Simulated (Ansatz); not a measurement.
**IrO2**

The computed numbers are results of PBE with spin–orbit coupling (two-component spinors) in the plane-wave PAW code Ansatz at 420 eV, 6×6×10 k-mesh, Gaussian smearing of 0.05 eV; PAW files: Ansatz's generated set soft_2.

```
CELL_PARAMETERS angstrom
4.54030 0.00000 0.00000
0.00000 4.54030 0.00000
0.00000 0.00000 3.18214
ATOMIC_POSITIONS crystal
Ir 0.00000 0.00000 0.00000
Ir 0.50000 0.50000 0.50000
O 0.30813 0.30813 0.00000
O 0.19187 0.80813 0.50000
O 0.69187 0.69187 0.00000
O 0.80813 0.19187 0.50000
```

The chain of runs began from a cell as deposited in COD, expanded in volume.

Magnetic state: non-magnetic, site spin moments none.

The run above is the reference. The same cell was run again with other input settings; several of them aren't fit for production, so the rows show the settings' effect and aren't properties of the material.

| keys changed | outcome | ΔE (meV/atom) | P (GPa) | gap on the mesh (eV) | cell moment (μB) | largest force component (eV/Å) | SCF iterations | rough core-seconds | new warnings |
| --- | --- | --- | --- | --- | --- | --- | --- | --- | --- |
| none (reference) | converged | 0.0 | 0.0 | metal | 0.00 | 0.003 | – | – | – |
| hamiltonian.hubbard: {"sites": [{"species": "Ir", "l": "d", "u_eff": 5.0}], "double_counting": "fll"} | converged | – | 4.3 | metal | 1.09 | 0.175 | 24 | 210 | filled band counts differ across k points |
| hamiltonian.xc: "pbe" → "revpbe" | converged | – | 3.7 | metal | 0.00 | 0.015 | 15 | 160 | – |
| scf.algorithm: "density_mixing"; basis.ecutwfc: 420 → "400 eV" | converged | 5.5 | 0.0 | metal | 0.00 | 0.002 | 14 | 100 | cutoff below recommended |
| hamiltonian.hubbard: {"sites": [{"species": "Ir", "l": "d", "u_eff": 8.0}], "double_counting": "fll"}; hamiltonian.xc: "pbe" → "revpbe" | converged | – | 11.4 | 0.70 | 1.04 | 0.104 | 34 | 300 | – |
| scf.algorithm: "direct_min" | converged | 0.0 | 0.0 | metal | 0.00 | 0.003 | 13 | 300 | – |

ΔE is the energy with the smearing extrapolated to zero. It is left out where the change alters the Hamiltonian or the spin treatment. The varied runs start from atomic densities (corrected by the program's trained start where that serves), with the default search for lower states unless a row changes it.

Problem. What happens with these changes: basis.ecutwfc: 420 → "36.7 Ry"?

Solution. outcome converged, ΔE (meV/atom) -4.5, P (GPa) 0.0, gap on the mesh (eV) metal, cell moment (μB) 0.00, largest force component (eV/Å) 0.003, SCF iterations 14, rough core-seconds 130.

Problem. What happens with these changes: scf.occupations.method: "gaussian" → "cold"; scf.occupations.width: 0.05 → 0.2?

Solution. outcome converged, ΔE (meV/atom) 0.2, P (GPa) 0.0, gap on the mesh (eV) metal, cell moment (μB) 0.00, largest force component (eV/Å) 0.001, SCF iterations 15, rough core-seconds 110.

Changing scf.algorithm only steers the path to self-consistency, so the energy stays within 0.5 meV/atom.

1 further run (cut off, refused for memory, with changed atoms or starts, or in doubt) is left out.

Of the reference: The starting moments died out; a magnetic state reached from other starts isn't excluded. Compounds of this kind are often insulators, so the metal found may come from the functional, which lacks a U or exact exchange, or from the structure.
